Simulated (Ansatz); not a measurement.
Si2W:

```
CELL_PARAMETERS angstrom
4.61685 0.00000 0.00000
-2.30843 3.99831 0.00000
0.00000 0.00000 6.65322
ATOMIC_POSITIONS crystal
W 0.50000 0.00000 0.50000
W 0.50000 0.50000 0.83333
W 0.00000 0.50000 0.16667
Si 0.32725 0.16363 0.16667
Si 0.83637 0.16363 0.83333
Si 0.16363 0.32725 0.50000
Si 0.67275 0.83637 0.16667
Si 0.16363 0.83637 0.83333
Si 0.83637 0.67275 0.50000
```

Measurements of this composition are mostly on another form, of space group No. 139.

- Program: Ansatz 0.2.0
- Task: relaxation of cell and atoms
- Functional: PBEsol
- Dispersion: D3(BJ)
- Potentials or basis: Ansatz PAW
- Cutoff: 420 eV (not typed: the program's choice for these potentials)
- k mesh: 7 × 7 × 4
- Occupations: fermi-dirac, width 0.05 eV
- Spin: no spin polarisation

At the start: volume 13.65 Å³/atom.

**Question.** How do energy, volume and symmetry change on relaxing?

**Answer.** It ends after 5 steps and the volume is 12.93 Å³/atom (-5.2 %); space group P6_222 (No. 180, to 0.05 Å).

Step by step:
```csv
step,energy change (eV),largest force (eV/Å),volume (Å³)
1,0.0000,0.0373,122.82
2,-0.1891,0.1725,113.42
3,-0.2541,0.0160,116.68
4,-0.2548,0.0099,116.37
5,-0.2532,0.0099,116.37
```

Final structure:
```xyz
9
Lattice="4.5302 0.0000 0.0000 -2.2651 3.9233 0.0000 0.0000 0.0000 6.5477" Properties=species:S:1:pos:R:3 pbc="T T T"
W     2.2651    0.0000    3.2739
W     1.1326    1.9616    5.4564
W    -1.1326    1.9616    1.0913
Si    1.1119    0.6420    1.0913
Si    3.4183    0.6420    5.4564
Si    0.0000    1.2840    3.2739
Si    1.1532    3.2813    1.0913
Si   -1.1532    3.2813    5.4564
Si    2.2651    2.6393    3.2739
```

Caveat: the plane-wave basis is chosen anew once the cell has moved, so the energies of steps on either side of that aren't comparable; the PAW data sets come from PBE, with cores solved anew for the run's functional, which leaves a small shift of forces and pressure.
